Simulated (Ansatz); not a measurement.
# Hg (Hg, bcc): the cost of one run

Program: Ansatz 0.2.0. Level of theory: DFT RPBE, plane waves (420 eV) with PAW, scalar-relativistic; PBE-made PAW files. These are calculated values, not measurements.

**1. The starting structure**

It takes space group Im-3m (No. 229, cubic). Conventional cell: a = 3.587 Å, b = 3.587 Å, c = 3.587 Å, α = 90.00°, β = 90.00°, γ = 90.00°. Hg (site symmetry m-3m) is surrounded by 8 Hg at 3.11 Å.

Coordinates:

```cif
data_structure
_symmetry_space_group_name_H-M 'Im-3m'
_symmetry_Int_Tables_number 229
_cell_length_a 3.5868
_cell_length_b 3.5868
_cell_length_c 3.5868
_cell_angle_alpha 90.000
_cell_angle_beta 90.000
_cell_angle_gamma 90.000
_cell_volume 46.15
loop_
_atom_site_label
_atom_site_type_symbol
_atom_site_symmetry_multiplicity
_atom_site_Wyckoff_symbol
_atom_site_fract_x
_atom_site_fract_y
_atom_site_fract_z
_atom_site_occupancy
Hg1 Hg 2 a 0.00000 0.00000 0.00000 1
```

**2. Relaxing cell and atoms**

Input file input.yaml:

```yaml
crystal:
  lattice:
    - [-1.7934065524, 1.7934065524, 1.7934065524]
    - [1.7934065524, -1.7934065524, 1.7934065524]
    - [1.7934065524, 1.7934065524, -1.7934065524]
  atoms:
    - { symbol: Hg, position: [0.0, 0.0, 0.0] }
hamiltonian:
  xc: rpbe
  pseudopotentials:
    kind: paw
    azcp:
      Hg: "pseudopotentials/Hg.paw.azcp"
basis:
  ecutwfc: 420
  fft_grid_basis: typed
kpoints:
  mp_grid: { grid: [12, 12, 12], shift: [0, 0, 0] }
magnetization:
  spin_polarized: false
scf:
  occupations: { method: fermi_dirac, width: 0.1 }
relax:
  max_steps: 60
  f_tol: 0.01
  cell: {}
output:
  write_density: true
  write_potential: true
  elf: true
  volumetric_format: npy
```

What time and memory should one allow on 2 threads of AMD EPYC 7R32 (Zen 2), shared host?

About 29 s, with a peak of 0.48 GiB.
